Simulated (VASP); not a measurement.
# Te (P4/nmm) in VASP: a series of runs

The runs below take Te through single point, with PBE0(alpha).

Program: VASP 6.6.1. These are calculated values, not measurements. Logs are shortened: lines on timing, memory, paths and dates and some standing lists are left out, and cuts for length are marked.

## Step 1: The structure

The structure is tetragonal, space group P4/nmm (No. 129). The conventional cell has a = 5.850 Å, b = 5.850 Å, c = 4.791 Å, α = 90.00°, β = 90.00°, γ = 90.00°. Te (site symmetry -4m2) has 4 Te at 3.04 Å as nearest neighbours. Te (site symmetry 4mm) has 4 Te at 3.04 Å as nearest neighbours.

The cell was built by a generator and needn't be a form met in nature.

## Step 2: Single point, PBE0(alpha)

File POSCAR:

```
Te
1.0
    5.8500400000      0.0000000000      0.0000000000
    0.0000000000      5.8500400000      0.0000000000
    0.0000000000      0.0000000000      4.7912000000
Te
4
Direct
    0.0000000000      0.0000000000      0.0000000000
    0.5000000000      0.5000000000      0.0000000000
    0.0000000000      0.5000000000      0.8300400000
    0.5000000000      0.0000000000      0.1699600000
```

File INCAR.step1:

```
SYSTEM = Te
  ALGO = Normal
  EDIFF = 1E-5
  ENCUT = 520
  GGA = PE
  ISIF = 2
  ISMEAR = -1
  LASPH = .TRUE.
  LCHARG = .FALSE.
  LREAL = .FALSE.
  LWAVE = .TRUE.
  NBANDS = 20
  NELM = 80
  PREC = Accurate
  SIGMA = 0.05
```

File INCAR.step2:

```
SYSTEM = Te
  AEXX = 0.15
  ALGO = Normal
  EDIFF = 1E-6
  ENCUT = 520
  GGA = PE
  HFRCUT = -1
  ISIF = 2
  ISMEAR = -1
  ISTART = 1
  LASPH = .TRUE.
  LCHARG = .FALSE.
  LHFCALC = .TRUE.
  LREAL = .FALSE.
  LWAVE = .FALSE.
  NBANDS = 20
  NELM = 80
  PREC = Accurate
  PRECFOCK = Fast
  SIGMA = 0.05
```

File KPOINTS:

```
k-points
0
G
  3 3 3
  0 0 0
```

Potentials or basis: VASP PAW PBE potentials, release 64 (Te).

The run is started by

```console
cat potpaw_PBE.64/Te/POTCAR > POTCAR
cp INCAR.step1 INCAR
mpirun -np 1 vasp_std > vasp.out
cp INCAR.step2 INCAR
mpirun -np 1 vasp_std > vasp.out
```

OUTCAR:

```text
SYSTEM = Te
   AEXX = 0.15
   EDIFF = 1E-6
   ENCUT = 520
   GGA = PE
   ISIF = 2
   ISMEAR = -1
   ISTART = 1
   LASPH = .TRUE.
   LHFCALC = .TRUE.
   LREAL = .FALSE.
   NELM = 80
   PREC = Accurate
   PRECFOCK = Fast

 ion  position               nearest neighbor table
   1  0.000  0.000  0.000-   3 3.04   4 3.04   3 3.04   4 3.04
   2  0.500  0.500  0.000-   3 3.04   4 3.04   4 3.04   3 3.04
   3  0.000  0.500  0.830-   1 3.04   2 3.04   1 3.04   2 3.04
   4  0.500  0.000  0.170-   1 3.04   2 3.04   2 3.04   1 3.04

  LATTYP: Found a simple tetragonal cell.
 ALAT       =     5.8500400000
 C/A-ratio  =     0.8190029470

  Lattice vectors:

 A1 = (   5.8500400000,   0.0000000000,   0.0000000000)
 A2 = (   0.0000000000,   5.8500400000,   0.0000000000)
 A3 = (   0.0000000000,   0.0000000000,   4.7912000000)

Analysis of symmetry for initial positions (statically):
=====================================================================
 Subroutine PRICEL returns:
 Original cell was already a primitive cell.

 Routine SETGRP: Setting up the symmetry group for a
 simple tetragonal supercell.

 Subroutine GETGRP returns: Found 16 space group operations
 (whereof  8 operations were pure point group operations)
 out of a pool of 16 trial point group operations.

The static configuration has the point symmetry D_2d.
 The point group associated with its full space group is D_4h.

Analysis of symmetry for dynamics (positions and initial velocities):
=====================================================================
 Subroutine PRICEL returns:
 Original cell was already a primitive cell.

 Routine SETGRP: Setting up the symmetry group for a
 simple tetragonal supercell.

 Subroutine GETGRP returns: Found 16 space group operations
 (whereof  8 operations were pure point group operations)
 out of a pool of 16 trial point group operations.

The dynamic configuration has the point symmetry D_2d.
 The point group associated with its full space group is D_4h.

 Subroutine INISYM returns: Found 16 space group operations
 (whereof  8 operations are pure point group operations),
 and found     1 'primitive' translations

----------------------------------------------------------------------------------------

                                     Primitive cell

  volume of cell :     163.9691

  direct lattice vectors                    reciprocal lattice vectors
     5.850040000  0.000000000  0.000000000     0.170939002  0.000000000  0.000000000
     0.000000000  5.850040000  0.000000000     0.000000000  0.170939002  0.000000000
     0.000000000  0.000000000  4.791200000     0.000000000  0.000000000  0.208715979

  length of vectors
     5.850040000  5.850040000  4.791200000     0.170939002  0.170939002  0.208715979

  position of ions in fractional coordinates (direct lattice)
     0.000000000  0.000000000  0.000000000
     0.500000000  0.500000000  0.000000000
     0.000000000  0.500000000  0.830040000
     0.500000000  0.000000000  0.169960000

  ion indices of the primitive-cell ions
   primitive index   ion index
                 1           1
                 2           2
                 3           3
                 4           4

----------------------------------------------------------------------------------------

 KPOINTS: k-points

Automatic generation of k-mesh.
 Grid dimensions read from file:
 generate k-points for:    3    3    3

 Generating k-lattice:

  Cartesian coordinates                     Fractional coordinates (reciprocal lattice)
     0.056979667  0.000000000  0.000000000     0.333333333  0.000000000  0.000000000
     0.000000000  0.056979667  0.000000000     0.000000000  0.333333333  0.000000000
     0.000000000  0.000000000  0.069571993     0.000000000  0.000000000  0.333333333

  Length of vectors
     0.056979667  0.056979667  0.069571993

  Shift w.r.t. Gamma in fractional coordinates (k-lattice)
     0.000000000  0.000000000  0.000000000

 Subroutine IBZKPT returns following result:
 ===========================================

 Found      6 irreducible k-points:

 Following reciprocal coordinates:
            Coordinates               Weight
  0.000000  0.000000  0.000000      1.000000
  0.333333  0.000000  0.000000      4.000000
  0.333333  0.333333  0.000000      4.000000
  0.000000  0.000000  0.333333      2.000000
  0.333333  0.000000  0.333333      8.000000
  0.333333  0.333333  0.333333      8.000000
   k-points           NKPTS =      6   k-points in BZ     NKDIM =     27   number of bands    NBANDS=     20
   number of dos      NEDOS =    301   number of ions     NIONS =      4
   total plane-waves  NPLWV =  82944
   dimension x,y,z NGX =    48 NGY =   48 NGZ =   36
   dimension x,y,z NGXF=    96 NGYF=   96 NGZF=   72
   ions per type =               4
   NGX,Y,Z   is equivalent  to a cutoff of  13.64, 13.64, 12.49 a.u.
   NGXF,Y,Z  is equivalent  to a cutoff of  27.28, 27.28, 24.98 a.u.
 SYSTEM =  Te
   PREC   = accura    normal or accurate (medium, high low for compatibility)
   ISTART =      1    job   : 0-new  1-cont  2-samecut
   ICHARG =      0    charge: 1-file 2-atom 10-const
   ISPIN  =      1    spin polarized calculation?
   LNONCOLLINEAR =      F non collinear calculations
   LSORBIT =      F    spin-orbit coupling
   LASPH  =      T    aspherical Exc in radial PAW
   ENCUT  =  520.0 eV  38.22 Ry    6.18 a.u.  10.88 10.88  8.91*2*pi/ulx,y,z
   NELM   =     80;   NELMIN=  2; NELMDL=  0     # of ELM steps
   EDIFF  = 0.1E-05   stopping-criterion for ELM
   LREAL  =      F    real-space projection
   EDIFFG = 0.1E-04   stopping-criterion for IOM
   NSW    =      0    number of steps for IOM
   IBRION =     -1    ionic relax: 0-MD 1-quasi-New 2-CG
   NFREE  =      0    steps in history (QN), initial steepest desc. (CG)
   ISIF   =      2    stress and relaxation
   ISYM   =      3    0-nonsym 1-usesym 2-fastsym
   POTIM  = 0.5000    time-step for ionic-motion
   TEBEG  =    0.0;   TEEND  =   0.0 temperature during run
   PSTRESS=    0.0 pullay stress
   NELECT =      24.0000    total number of electrons
   NUPDOWN=      -1.0000    fix difference up-down
   EMIN   =  10.00;   EMAX   =-10.00  energy-range for DOS
   EFERMI =   0.00;   METHOD = LEGACY
   ISMEAR =    -1;   SIGMA  =   0.05  broadening in eV -4-tet -1-fermi 0-gaus
   EFERMI_NEDOS =   21; number of points for ismear=-14 and -15
   IALGO  =     38    algorithm
   IMIX   =      1    mixing-type and parameters
     AMIX     =   0.40;   BMIX     =  1.00
     AMIX_MAG =   1.60;   BMIX_MAG =  1.00
  volume/ion in A,a.u.               =      40.99       276.63
  Fermi-wavevector in a.u.,A,eV,Ry     =   0.862762  1.630385 10.127621  0.744359
  Thomas-Fermi vector in A             =   1.980613
   LORBIT       =      0    0 simple, 1 ext, 2 COOP (PROOUT), +10 PAW based schemes
   GGA     = PE    functional components
   LHFCALC =     T    Hartree Fock is set to
   PRECFOCK=fast      Normal, Fast or Accurate (Low or Medium for compatibility)
   ENCUT4O =  -1.0   cutoff for four orbital integrals eV
   NKREDX  =     1    reduce k-point grid by
   NKREDY  =     1    reduce k-point grid by
   NKREDZ  =     1    reduce k-point grid by
   AEXX    =    0.1500 exact exchange contribution
   HFSCREEN=    0.0000 screening length (either q_TF or 0.3 A-1)
   HFSCREENC=   0.0000 screening length for correlation (either q_TF or 0.3 A-1)
   ENCUTFOCK=  -1.0 apply spherical cutoff to Coloumb kernel
   IVDW    =     0    specifies the selected vdW correction
   LEPSILON=     F    determine dielectric tensor
   LRPA    =     F    only Hartree local field effects (RPA)
 non-spin polarized calculation
  energy-cutoff  :      520.00
  volume of cell :      163.97
 maximum number of plane-waves:      4450
 NGX is ok and might be reduce to    48
  NGX = 24; NGY = 24; NGZ = 20

 number of electron      24.0000001 magnetization

 Free energy of the ion-electron system (eV)
  ---------------------------------------------------
  ext. energy  EPLUGINS =         0.00000000
  ---------------------------------------------------
  free energy    TOTEN  =       -15.31345506 eV

  energy without entropy =      -15.31345254  energy(sigma->0) =      -15.31345380

 E-fermi :   4.0337     XC(G=0):  -7.0772

 val. band max:        3.4488502617   @ k =   0.0000   0.0000   0.3333
 cond. band min:       4.6457883551   @ k =   0.3333   0.0000   0.0000
 fundamental gap:      1.1969380934
 Fermi energy:         4.0336623657

 k-point     1 :       0.0000    0.0000    0.0000
  band No.  band energies     occupation
      1     -10.5421      2.00000
      2      -8.0318      2.00000
      3      -7.8813      2.00000
      4      -5.2582      2.00000
      5      -2.4440      2.00000
      6      -2.4440      2.00000
[... 12 lines left out ...]
     19      10.5184      0.00000
     20      10.9544      0.00000

 k-point     2 :       0.3333    0.0000    0.0000
  band No.  band energies     occupation
      1     -10.0818      2.00000
      2      -8.9066      2.00000
      3      -7.4899      2.00000
      4      -6.2792      2.00000
      5      -2.0384      2.00000
      6      -1.0272      2.00000
[... 12 lines left out ...]
     19       9.0796      0.00000
     20      10.6208      0.00000

 k-point     3 :       0.3333    0.3333    0.0000
  band No.  band energies     occupation
      1      -9.6209      2.00000
      2      -8.4520      2.00000
      3      -8.4356      2.00000
      4      -7.2552      2.00000
      5      -0.7680      2.00000
      6       0.0567      2.00000
[... 12 lines left out ...]
     19       9.2223      0.00000
     20       9.6967      0.00000

 k-point     4 :       0.0000    0.0000    0.3333
  band No.  band energies     occupation
      1     -10.4368      2.00000
      2      -8.0353      2.00000
      3      -7.8228      2.00000
      4      -5.2734      2.00000
      5      -2.3198      2.00000
      6      -2.3198      2.00000
[... 12 lines left out ...]
     19      10.7364      0.00000
     20      10.7364      0.00000

 k-point     5 :       0.3333    0.0000    0.3333
  band No.  band energies     occupation
      1      -9.9865      2.00000
      2      -8.8352      2.00000
      3      -7.4658      2.00000
      4      -6.2683      2.00000
      5      -1.9239      2.00000
      6      -1.0496      2.00000
[... 12 lines left out ...]
     19      10.8103      0.00000
     20      11.1185      0.00000

 k-point     6 :       0.3333    0.3333    0.3333
  band No.  band energies     occupation
      1      -9.5322      2.00000
      2      -8.3901      2.00000
      3      -8.3621      2.00000
      4      -7.2070      2.00000
      5      -1.1486      2.00000
      6      -0.0825      2.00000
[... 12 lines left out ...]
     19      10.1803      0.00000
     20      10.9334      0.00000

------------------------ aborting loop because EDIFF is reached ----------------------------------------

  FORCE on cell =-STRESS in cart. coord.  units (eV):
  Direction    XX          YY          ZZ          XY          YZ          ZX
  --------------------------------------------------------------------------------------
  -------------------------------------------------------------------------------------
  Total       -2.1969174     -2.1969174     -0.1471113      0.0000000      0.0000000      0.0000000
  in kB      -21.4665545    -21.4665545     -1.4374561      0.0000000      0.0000000      0.0000000
  external PRESSURE =     -14.7901884 kB  Pullay stress =       0.0000000 kB

 VOLUME and BASIS-vectors are now :
 -----------------------------------------------------------------------------
  energy-cutoff  :      520.00
  volume of cell :      163.97
      direct lattice vectors                 reciprocal lattice vectors
     5.850040000  0.000000000  0.000000000     0.170939002  0.000000000  0.000000000
     0.000000000  5.850040000  0.000000000     0.000000000  0.170939002  0.000000000
     0.000000000  0.000000000  4.791200000     0.000000000  0.000000000  0.208715979

 POSITION                                       TOTAL-FORCE (eV/Angst)
 -----------------------------------------------------------------------------------
      0.00000      0.00000      0.00000         0.000000     -0.000000      0.000000
      2.92502      2.92502      0.00000         0.000000      0.000000      0.000000
      0.00000      2.92502      3.97689         0.000000      0.000000      0.111123
      2.92502      0.00000      0.81431         0.000000      0.000000     -0.111123
 -----------------------------------------------------------------------------------
    total drift:                                0.000000     -0.000000      0.000000

  FREE ENERGIE OF THE ION-ELECTRON SYSTEM (eV)
  ---------------------------------------------------
  free  energy   TOTEN  =       -15.3134550576 eV

  energy  without entropy=      -15.3134525387  energy(sigma->0) =      -15.31345380
```

It took 2.9 min on 1 thread of AMD EPYC 9R45 (Zen 5), shared host; peak memory 0.24 GiB.

What came out:

```yaml
Free_energy: -15.3135 eV
Pressure: -1.5 GPa
Largest_force: 0.111 eV/Å
Band_gap_on_the_k_mesh: 1.20 eV, indirect (least direct gap 1.40 eV)
```

Forces in eV/Å, atoms in the order of the input:
```
Te   0.000  0.000  0.000
Te   0.000  0.000  0.000
Te   0.000  0.000  0.111
Te   0.000  0.000 -0.111
```

Stress tensor (GPa, compression positive):
```
-2.15  0.00  0.00
 0.00 -2.15  0.00
 0.00  0.00 -0.14
```

Levels at points of the mesh, in eV from the valence-band top:
```
           k point  band 10  band 11  band 12  band 13  band 14  band 15
(0.00, 0.00, 0.00)    -1.35    -0.95     0.00     2.87     2.87     4.10
```

Caveat: the k mesh is coarse (spacing up to 0.44 Å⁻¹), so the values aren't converged, least of all with exact exchange; the PAW data sets were made with another functional, which shifts forces and pressure a little; spin-orbit coupling is left out, which moves the levels of the heavy elements; an odd mesh through Γ misses points on the zone boundary, where band edges often lie.

## Step 3: Single point, PBE0(alpha)

POSCAR is that of step 2.

INCAR.step1 is that of step 2.

Changes to INCAR.step2 since step 2:

```diff
@@ -1,3 +1,3 @@
 SYSTEM = Te
-  AEXX = 0.15
+  AEXX = 0.2
   ALGO = Normal
```

KPOINTS is that of step 2.

Potentials or basis: VASP PAW PBE potentials, release 64 (Te).

The run is started by

```console
cat potpaw_PBE.64/Te/POTCAR > POTCAR
cp INCAR.step1 INCAR
mpirun -np 1 vasp_std > vasp.out
cp INCAR.step2 INCAR
mpirun -np 1 vasp_std > vasp.out
```

OUTCAR:

```text
SYSTEM = Te
   AEXX = 0.2
   EDIFF = 1E-6
   ENCUT = 520
   GGA = PE
   ISIF = 2
   ISMEAR = -1
   ISTART = 1
   LASPH = .TRUE.
   LHFCALC = .TRUE.
   LREAL = .FALSE.
   NELM = 80
   PREC = Accurate
   PRECFOCK = Fast

 ion  position               nearest neighbor table
   1  0.000  0.000  0.000-   3 3.04   4 3.04   3 3.04   4 3.04
   2  0.500  0.500  0.000-   3 3.04   4 3.04   4 3.04   3 3.04
   3  0.000  0.500  0.830-   1 3.04   2 3.04   1 3.04   2 3.04
[... 330 lines left out ...]
  Direction    XX          YY          ZZ          XY          YZ          ZX
  --------------------------------------------------------------------------------------
  -------------------------------------------------------------------------------------
  Total       -2.7719822     -2.7719822     -0.3190847      0.0000000      0.0000000      0.0000000
  in kB      -27.0856368    -27.0856368     -3.1178456      0.0000000      0.0000000      0.0000000
  external PRESSURE =     -19.0963730 kB  Pullay stress =       0.0000000 kB

 VOLUME and BASIS-vectors are now :
 -----------------------------------------------------------------------------
  energy-cutoff  :      520.00
  volume of cell :      163.97
      direct lattice vectors                 reciprocal lattice vectors
     5.850040000  0.000000000  0.000000000     0.170939002  0.000000000  0.000000000
     0.000000000  5.850040000  0.000000000     0.000000000  0.170939002  0.000000000
     0.000000000  0.000000000  4.791200000     0.000000000  0.000000000  0.208715979

 POSITION                                       TOTAL-FORCE (eV/Angst)
 -----------------------------------------------------------------------------------
      0.00000      0.00000      0.00000         0.000000     -0.000000      0.000000
      2.92502      2.92502      0.00000         0.000000     -0.000000      0.000000
      0.00000      2.92502      3.97689         0.000000      0.000000      0.179441
      2.92502      0.00000      0.81431         0.000000     -0.000000     -0.179441
 -----------------------------------------------------------------------------------
    total drift:                                0.000000     -0.000000     -0.000000

  FREE ENERGIE OF THE ION-ELECTRON SYSTEM (eV)
  ---------------------------------------------------
  free  energy   TOTEN  =       -16.3680072710 eV

  energy  without entropy=      -16.3680069872  energy(sigma->0) =      -16.36800713
```

OUTCAR.step1:

```text
SYSTEM = Te
   EDIFF = 1E-5
   ENCUT = 520
   GGA = PE
   ISIF = 2
   ISMEAR = -1
   LASPH = .TRUE.
[... 349 lines left out ...]
      2.92502      2.92502      0.00000         0.000000     -0.000000      0.000000
      0.00000      2.92502      3.97689        -0.000000      0.000000     -0.091787
      2.92502      0.00000      0.81431         0.000000     -0.000000      0.091787
 -----------------------------------------------------------------------------------
    total drift:                               -0.000000      0.000000      0.000000

  FREE ENERGIE OF THE ION-ELECTRON SYSTEM (eV)
  ---------------------------------------------------
  free  energy   TOTEN  =       -12.3470002318 eV

  energy  without entropy=      -12.3459140136  energy(sigma->0) =      -12.34645712
```

OSZICAR.step1:

```text
N       E                     dE             d eps       ncg     rms          rms(c)
DAV:   1     0.107964035847E+03    0.10796E+03   -0.84560E+03   240   0.939E+02
DAV:   2    -0.395961468483E+01   -0.11192E+03   -0.10985E+03   316   0.142E+02
DAV:   3    -0.122062287641E+02   -0.82466E+01   -0.81997E+01   296   0.419E+01
DAV:   4    -0.123979424730E+02   -0.19171E+00   -0.19166E+00   308   0.750E+00
DAV:   5    -0.124008088170E+02   -0.28663E-02   -0.28663E-02   320   0.960E-01    0.126E+01
DAV:   6    -0.123582117148E+02    0.42597E-01   -0.45856E-02   264   0.913E-01    0.796E+00
DAV:   7    -0.123479968711E+02    0.10215E-01   -0.10013E-01   260   0.138E+00    0.312E-01
DAV:   8    -0.123469230428E+02    0.10738E-02   -0.10768E-02   264   0.462E-01    0.157E-01
DAV:   9    -0.123469696073E+02   -0.46565E-04   -0.23600E-04   300   0.874E-02    0.659E-02
DAV:  10    -0.123469966191E+02   -0.27012E-04   -0.56008E-05   264   0.354E-02    0.125E-02
DAV:  11    -0.123470002318E+02   -0.36128E-05   -0.38328E-06   156   0.110E-02
   1 F= -.12347000E+02 E0= -.12346457E+02  d E =-.108622E-02
```

Wall time 3 min (1 thread of AMD EPYC 9R45 (Zen 5), shared host); peak memory 0.24 GiB.

What came out:

* Free energy: -16.3680 eV
* Pressure: -1.9 GPa
* Largest force: 0.179 eV/Å
* Band gap on the k mesh: 1.43 eV, indirect (least direct gap 1.60 eV)

Forces on the atoms (eV/Å):
```
Te   0.000  0.000  0.000
Te   0.000  0.000  0.000
Te   0.000  0.000  0.179
Te   0.000  0.000 -0.179
```

Stress tensor (GPa, compression positive):
```
-2.71  0.00  0.00
 0.00 -2.71  0.00
 0.00  0.00 -0.31
```

Levels at points of the mesh, in eV from the valence-band top:
| k point | band 10 | band 11 | band 12 | band 13 | band 14 | band 15 |
| --- | --- | --- | --- | --- | --- | --- |
| (0.00, 0.00, 0.00) | -1.38 | -0.96 | -0.01 | 3.17 | 3.17 | 4.38 |

Caveat: the k mesh is coarse (spacing up to 0.44 Å⁻¹), so the values aren't converged, least of all with exact exchange; the PAW data sets were made with another functional, which shifts forces and pressure a little; spin-orbit coupling is left out, which moves the levels of the heavy elements; an odd mesh through Γ misses points on the zone boundary, where band edges often lie.
